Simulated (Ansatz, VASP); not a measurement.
## One calculation of AlN, two programs

Contents of INCAR:

```
PREC = Accurate
ENCUT = 520
EDIFF = 1E-6
ISMEAR = 0
SIGMA = 0.05
LREAL = False
LASPH = True
NELM = 100
ALGO = Normal
ISIF = 2
LWAVE = False
LCHARG = False
GGA = PE
NBANDS = 16
```

KPOINTS

```
regular mesh
0
Gamma
  9 9 6
```

POSCAR

```
AlN
1.0
    3.3134793407      0.0000000000      0.0000000000
   -1.6567396703      2.8695572839      0.0000000000
    0.0000000000      0.0000000000      4.1875902417
Al N
2 2
Direct
    0.3381093678      0.6762187355      0.7500000000
    0.6714427011      0.3428854022      0.2500000000
    0.3241333079      0.6482666158      0.2500000000
    0.6574666412      0.3149332825      0.7500000000
```

Input for Ansatz:

```yaml
crystal:
  lattice:
    - [3.3134793407, 0.0, 0.0]
    - [-1.6567396703, 2.8695572839, 0.0]
    - [0.0, 0.0, 4.1875902417]
  atoms:
    - { symbol: Al, position: [0.3381093678, 0.6762187355, 0.75] }
    - { symbol: Al, position: [0.6714427011, 0.3428854022, 0.25] }
    - { symbol: "N", position: [0.3241333079, 0.6482666158, 0.25] }
    - { symbol: "N", position: [0.6574666412, 0.3149332825, 0.75] }
basis:
  ecutwfc: 520.0
kpoints:
  mp_grid: { grid: [9, 9, 6] }
hamiltonian:
  xc: pbe
  pseudopotentials: { kind: paw, azcp: { folder: soft_1 } }
scf:
  occupations: { method: gaussian, width: 0.05 }
output:
  forces: true
  stress: true
  eigenvalues: true
```

Change from the starting cell: mode 4 frozen in at +0.000 Å and mode 10 at -0.053 Å (largest displacements).

Alike in both runs: task single point; functional PBE; k mesh 9 × 9 × 6; occupations gaussian, width 0.05 eV; no spin polarisation.

|  | VASP | Ansatz |
| --- | --- | --- |
| version | VASP 6.6.1 | Ansatz 0.2.0 |
| potentials or method | VASP PAW PBE potentials, release 64 (Al, N) | scalar-relativistic, plane waves, PAW |
| plane-wave cutoff (eV) | 520 | 520 |
| valence electrons in the cell | 16 | 16 |

VASP gave:

```
gap on the k mesh at the Fermi level (eV)       : 3.25
least direct gap on the mesh (eV)               : 3.25
pressure (GPa)                                  : 0.8
largest component of the traceless stress (GPa) : 1.18
rms of the force components (eV/Å)              : 0.709
```

Question: Estimate Ansatz's values.

Answer: gap on the k mesh at the Fermi level (eV): 3.24; least direct gap on the mesh (eV): 3.24; pressure (GPa): 0.9; largest component of the traceless stress (GPa): 1.23; rms of the force components (eV/Å): 0.707.

Atom by atom the forces differ by 0.001 eV/Å (rms over components).

Caveats: forces of over 1 eV/Å show positions far from the minimum, so gaps and moduli don't describe the material at rest.
